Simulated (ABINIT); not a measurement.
Runs of ABINIT 10.8.3 (patched build) on ZnO (zincite). The structure is hexagonal, space group P6_3mc (No. 186). The conventional cell has a = 3.249 Å, b = 3.249 Å, c = 5.206 Å, α = 90.00°, β = 90.00°, γ = 120.00°. Around Zn (site symmetry 3m) lie 4 O at 1.97 to 1.98 Å. O (site symmetry 3m) is surrounded by 4 Zn at 1.97 to 1.98 Å. 

| task | level | potentials or basis | k mesh | mesh quality | gap on the mesh (eV) | pressure (GPa) | largest force (eV/Å) |
| --- | --- | --- | --- | --- | --- | --- | --- |
| band structure | revPBE | JTH PAW PBE v2.0 | 9 × 9 × 5 | not flagged | 0.86 | 7.7 | 0.08 |
| band structure | WC | JTH PAW PBE v2.0 | 9 × 9 × 5 | not flagged | (b) | -1.9 | 0.06 |
| single point | PBE | JTH PAW PBE v2.0 | 4 × 4 × 2 | coarse | 0.79 | 4.3 | 0.07 |
| single point | PBEsol | JTH PAW PBE v2.0 | 4 × 4 × 2 | coarse | 0.67 | -1.9 | 0.06 |
| band structure | LDA-VWN | JTH PAW LDA v2.0 | 9 × 9 × 5 | not flagged | 0.73 | -7.8 | 0.05 |
| band structure | LDA-Teter | JTH PAW LDA v2.0 | 9 × 9 × 5 | not flagged | 0.73 | (d) | 0.05 |
| band structure | LDA | JTH PAW LDA v2.0 | 9 × 9 × 5 | not flagged | 0.72 | -7.7 | 0.05 |
| band structure | HCTH407 | JTH PAW PBE v2.0 | 9 × 9 × 5 | not flagged | (a) | (c) | 0.07 |

Alike in all rows: no spin polarisation; cell as given; cutoff (eV) 626; smearing fermi-dirac 0.05 eV.

Problem. Estimate the missing entries.

Solution. (a) 1.41; (b) 0.68; (c) 6.7; (d) -7.6.

Caveats: some runs use coarse meshes; the PAW data sets were made with another functional, which shifts forces and pressure a little (some runs).

A k mesh can miss the band edges.

Not every run made on this cell is shown here.
